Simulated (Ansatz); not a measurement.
One crystal and one scan (scan of one atom of the cell) at two levels, PBE (plane waves to 420 eV, PAW, scalar-relativistic; Ansatz, a quantum-chemistry and plane-wave program) and r2SCAN (plane waves to 500 eV, PAW, scalar-relativistic; Ansatz), each from its own relaxed cell and on its own mesh.

The crystal is AlSb (zinc blende); one Sb atom of a 2-atom cell moves by s along Cartesian [110], with its periodic images.

E stands for the smeared free energy. AlSb was relaxed with its symmetry unable to fall. Spin-orbit coupling is left out, though Sb is heavy. Both scans cover s from -0.270 to 0.270 Å.

| quantity | run 1 | run 2 |
|---|---|---|
| Lattice constant a (Å) | 6.226 | 6.177 |
| Energy at s = 0.270 Å (meV/cell) | 274.9 | 294.5 |
| Force along the line at s = -0.270 Å (eV/Å) | 2.051 | 2.199 |
| Force constant k = d²E/ds² at s = 0 (finite differences) (eV/Å²) | 7.49 | 8.01 |

Q: Which run is which level?

A: Run 1 is PBE, run 2 is r2SCAN. PBE gives the higher value for: lattice constant a. PBE gives the lower value for: energy at s = 0.270 Å; force along the line at s = -0.270 Å; force constant k = d²E/ds² at s = 0. Both give the same symmetry of the curve: even: the same for both signs. Neither level is exact: the differences show how much the result hangs on the functional.

(For displaced atoms, the force is minus the slope of the energy, and its curvature is a force constant, which sets phonon frequencies.)
